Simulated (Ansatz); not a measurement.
A plane-wave DFT run in Ansatz 0.2.0 (scalar-relativistic PAW potentials unless the input names others): input and command.

```yaml
crystal:
  lattice:
    - [3.9985217042, 0.0, 0.0]
    - [-1.9992608521, 3.4628213735, 0.0]
    - [0.0, 0.0, 5.7227453969]
  atoms:
    - { symbol: Zr, position: [0.0, 0.0, 0.0] }
    - { symbol: S, position: [0.3333333333, 0.6666666667, 0.2552453888] }
    - { symbol: S, position: [0.6666666667, 0.3333333333, 0.7447546112] }
basis:
  ecutwfc: 420
kpoints:
  mp_grid: { grid: [12, 11, 7] }
hamiltonian:
  xc: pbe
  dispersion: d3bj
scf:
  occupations: { method: gaussian, width: 0.05 }
  max_iter: 80
output:
  forces: true
  eigenvalues: true
  stress: true
```

```bash
ansatz run input.yaml --threads 1 --pin off --max-ram 2560MiB --backend cpu --events-out ev --progress --plain --runs-dir out
```

Abridged log:
```
Warning: crystal.symmetry: narrowed to the stabiliser of the k-point mesh — unitary ops 12 → 2; excluded 10 operations that carry a point of the 12×11×7 mesh (shift [0, 0, 0]) off the mesh (the run samples exactly the mesh kpoints.mp_grid names, as under crystal.symmetry.detect: false, and its converged state has the mesh's symmetry, not the crystal's; ε∞, the Born charges and the force constants of a linear response (`dielectric:` by the response, `phonons.method: dfpt`) are averaged over those of the crystal's operations that the state keeps within a tolerance, where `mesh_tensors`, `unavera ...
Pseudopotentials: kind: paw
Pseudopotential: Zr, paw, valence charge 12, recommended cutoff 420 eV (normal)
Pseudopotential: S, paw, valence charge 6, recommended cutoff 420 eV (normal)
Functional definition: PBE
Crystal: 3 atoms, lattice volume = 79.238 Å³
Basis set: ecut = 420 eV, 1543 PW (Γ), exchange–correlation on 54×54×80 points (8 copies of the dense FFT grid, shifted against one another)
Bands: 16, of which v1, the nominal top of the filled ones, is band 12 counted from 1 (11 counted from 0)
Symmetry: 2 space group operations
k-points: 463 of 924
Initial density: superposition of atomic densities (neutral atoms: chi_scale 0, normalization atom), corrected by the library's trained network
Initial wavefunctions: pseudopotential atomic-orbital guess
Functional: x = pbe(κ = 0.804, μ = 0.21951497), c = pbe(β = 0.06672455)
SCF iter   1: F=—  HF=-5992.874913 eV  |F-HF|=—  |Δ(HF+E_count)|=         —  Δρ=1.74e-3  dr2=4.90e-3  ethr=1.77e-3  ⟨swp⟩=5.7  Hψ=37459  notcnv=0
SCF iter   2: F=—  HF=-5992.873957 eV  |F-HF|=—  |Δ(HF+E_count)|=   9.56e-4  Δρ=8.45e-4  dr2=7.46e-4  ethr=2.04e-5  ⟨swp⟩=1.3  Hψ=11932  notcnv=0
SCF iter   3: F=—  HF=-5992.873933 eV  |F-HF|=—  |Δ(HF+E_count)|=   2.46e-5  Δρ=3.17e-4  dr2=1.44e-4  ethr=3.11e-6  ⟨swp⟩=2.0  Hψ=10294  notcnv=0
SCF iter   4: F=—  HF=-5992.873964 eV  |F-HF|=—  |Δ(HF+E_count)|=   3.12e-5  Δρ=8.98e-5  dr2=9.84e-6  ethr=5.98e-7  ⟨swp⟩=2.0  Hψ=10186  notcnv=0
SCF iter   5: F=—  HF=-5992.873970 eV  |F-HF|=—  |Δ(HF+E_count)|=   6.50e-6  Δρ=2.23e-5  dr2=7.46e-7  ethr=4.10e-8  ⟨swp⟩=2.0  Hψ=10928  notcnv=0
SCF iter   6: F=-5992.873971 eV  HF=-5992.873971 eV  |F-HF|=4.56e-8  |Δ(HF+E_count)|=   7.75e-7  Δρ=6.17e-6  dr2=5.35e-8  ethr=4.17e-10  ⟨swp⟩=5.6  Hψ=33848  notcnv=0
SCF 1 converged in 6 iterations: F = -5992.873971 eV  dr2 = 5.35e-8
SCF converged after 6 iterations
Free energy (F): -5992.873971 eV
Harris-Foulkes:  -5992.873971 eV  (|F-HF|=4.56e-8)
Internal energy: -5992.873971 eV  (E = F + TS)
E sigma→0 (E₀):  -5992.873971 eV
Fermi energy:    6.165246 eV
  E_disp       = -0.889996  (pairwise vdW)
--- Forces (eV/Å), atoms counted from 1 ---
  atom   1  Zr     0.00000000     0.00000000     0.00000000
  atom   2  S      0.00000246    -0.00000177    -1.37512512
  atom   3  S     -0.00000246     0.00000177     1.37512512
--- Stress (GPa, compression-positive) ---
      -15.778076      -0.000213       0.000010
       -0.000213     -15.777914      -0.000009
        0.000010      -0.000009      -8.172025
  P = ⅓ Tr σ = -13.2427 GPa (-132.427 kbar)
```

One setting here is unusual or wrong in general: a mesh that breaks the symmetry (kpoints.mp_grid.grid: [12, 12, 6] → [12, 11, 7]). For this cell it did little harm to the result: the run converged in 6 SCF iterations (reference: 6) with an energy at zero smearing within 0.01 meV/atom of the reference's, pressure -13.24 GPa, largest force 1.375 eV/Å, gap on the mesh 0.72 eV. The program drops the symmetry operations that the mesh breaks, which leaves more k-points to solve, 463 here. A reference run from the same start on usual settings converged with pressure -13.24 GPa, largest force 1.375 eV/Å, gap on the mesh 0.72 eV.

It took 50 s on 1 thread of AMD EPYC 7R43 64-Core Processor (Zen 3), with other jobs on the host, peak memory 0.73 GiB.